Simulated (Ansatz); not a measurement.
# MoS2: equation of state with PBEsol

The system is MoS2.

```
Mo S
1.0
     3.22746    0.00000    0.00000
    -1.61373    2.79507    0.00000
     0.00000    0.00000    6.31247
Mo S
1 2
Direct
  0.00000 0.00000 0.50000
  0.66667 0.33333 0.74468
  0.33333 0.66667 0.25532
```

Measurements of this composition are mostly on another form, of space group No. 194.

| Property | Result |
| --- | --- |
| Program | Ansatz 0.2.0 |
| Task | equation of state |
| Functional | PBEsol |
| Potentials or basis | Ansatz PAW |
| Cutoff | 420 eV |
| Density cutoff | 1680 eV |
| k mesh | 9 × 9 × 4 |
| Occupations | fermi-dirac, width 0.05 eV |
| Spin | no spin polarisation |

```
Equilibrium volume                        : 18.50 Å³/atom
Bulk modulus at fixed shape and positions : 142 GPa
Pressure derivative of the bulk modulus   : 4.4
```

Energy against volume, from the lowest point:
```tsv
volume (Å³/atom)	energy (meV/atom)
17.843	10.77
18.222	1.64
18.602	0.00
18.982	5.06
19.361	16.11
19.741	32.52
20.120	53.73
```

All runs of the series together: 15 s on 2 threads of Arm Neoverse N1, with other jobs on the host.

Caveat: the cell was scaled at fixed shape and fractional positions, which overstates the stiffness of a crystal with free parameters, most of all of layers and chains; this functional lacks dispersion, which binds the layers, so the pressure and a relaxed spacing across them are unreliable.
